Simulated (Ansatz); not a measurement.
# Relaxing palladium (bcc)

Theory: Ansatz, DFT, PBE, plane waves (420 eV) with PAW, scalar-relativistic.

k-point mesh 14×14×14, Fermi-Dirac smearing 0.05 eV, starting moments 0.50 μB. Cell and atoms relax.

Starting structure:

```yaml
crystal:
  lattice:
    - [-1.54367, 1.54367, 1.54367]
    - [1.54367, -1.54367, 1.54367]
    - [1.54367, 1.54367, -1.54367]
  atoms:
    - { symbol: Pd, position: [0.00000, 0.00000, 0.00000] }
```

**Question.** The pressure at the start is 9.3 GPa. By how much does the volume change?

**Answer.** From 14.71 to 15.46 Å³ per atom, 5.1 %. The final cell has a = 3.139 Å.

**Question.** How much energy does the relaxation gain?

**Answer.** 20.6 meV per atom.

**Question.** Which magnetic state does it end in?

**Answer.** non-magnetic.
